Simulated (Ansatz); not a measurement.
Relaxation of TiAl3

Theory: DFT PBEsol, scalar-relativistic, plane waves, PAW in Ansatz 0.2.0. Run with 420 eV cutoff, 10×10×4 k-mesh, Gaussian smearing of 0.10 eV, no spin polarisation.

What was changed: biaxial strain in the a-b plane, c and atoms relaxed: +1.0 %.

Command:

```bash
ansatz run input.yaml --threads 1 --pin off --max-ram 2560MiB --backend cpu --events-out ev --progress --plain --runs-dir out
```

Input:

```yaml
crystal:
  lattice:
    - [3.8537036283, 0.0, 0.0]
    - [0.0, 3.8537036283, 0.0]
    - [0.0, 0.0, 8.502669652]
  atoms:
    - { symbol: Ti, position: [0.0, 0.0, 0.0] }
    - { symbol: Ti, position: [0.5, 0.5, 0.5] }
    - { symbol: Al, position: [0.5, 0.5, 0.0] }
    - { symbol: Al, position: [0.0, 0.5, 0.25] }
    - { symbol: Al, position: [0.5, 0.0, 0.25] }
    - { symbol: Al, position: [0.0, 0.0, 0.5] }
    - { symbol: Al, position: [0.5, 0.0, 0.75] }
    - { symbol: Al, position: [0.0, 0.5, 0.75] }
basis:
  ecutwfc: 420
kpoints:
  mp_grid: { grid: [10, 10, 4] }
hamiltonian:
  xc: pbesol
scf:
  occupations: { method: gaussian, width: 0.1 }
output:
  forces: true
  stress: true
  eigenvalues: true
relax:
  adjacent_minimum: "off"
  f_tol: 0.008
  max_steps: 40
  cell: { stress_tol: 0.015, fix: [a, b, gamma] }
```

F is the free energy. Steps run on the plane waves of an earlier cell, but the last one, and at times one on the way, on a freshly chosen basis, so a repeated geometry can differ a little in energy. The held parts of the cell keep their stress, so P needn't end at zero.

Steps:

```json
{"step": "1", "F − F(1) (eV)": "0.0000", "largest force component (eV/Å)": "0.000", "V (Å³/atom)": "15.784", "P (GPa)": "-1.54"}
{"step": "2", "F − F(1) (eV)": "0.0000", "largest force component (eV/Å)": "0.000", "V (Å³/atom)": "15.847", "P (GPa)": "-1.96"}
{"step": "3", "F − F(1) (eV)": "-0.0003", "largest force component (eV/Å)": "0.000", "V (Å³/atom)": "15.819", "P (GPa)": "-1.78"}
{"step": "4", "F − F(1) (eV)": "-0.0004", "largest force component (eV/Å)": "0.000", "V (Å³/atom)": "15.819", "P (GPa)": "-1.77"}
```

Relaxed structure:

```xyz
8
Lattice="3.8537 0.0000 0.0000 0.0000 3.8537 0.0000 0.0000 0.0000 8.5217" Properties=species:S:1:pos:R:3 pbc="T T T"
Ti    0.0000    0.0000    0.0000
Ti    1.9269    1.9269    4.2608
Al    1.9269    1.9269    0.0000
Al    0.0000    1.9269    2.1304
Al    1.9269    0.0000    2.1304
Al    0.0000    0.0000    4.2608
Al    1.9269    0.0000    6.3913
Al    0.0000    1.9269    6.3913
```

Symmetry: I4/mmm, No. 139, tetragonal system. The conventional cell has a = 3.854 Å, b = 3.854 Å, c = 8.522 Å, α = 90.00°, β = 90.00°, γ = 90.00°. Around Ti (site symmetry 4/mmm) lie 12 Al at 2.72 to 2.87 Å. Al (site symmetry 4/mmm) is surrounded by 4 Ti at 2.72 Å and 8 Al at 2.87 Å. Al (site symmetry -4m2) has 8 Al at 2.72 to 2.87 Å and 4 Ti at 2.87 Å as nearest neighbours.

The run converged. The run took 2.4 min on 1 thread of Arm Neoverse N1, with other jobs on the host, peak memory 0.48 GiB.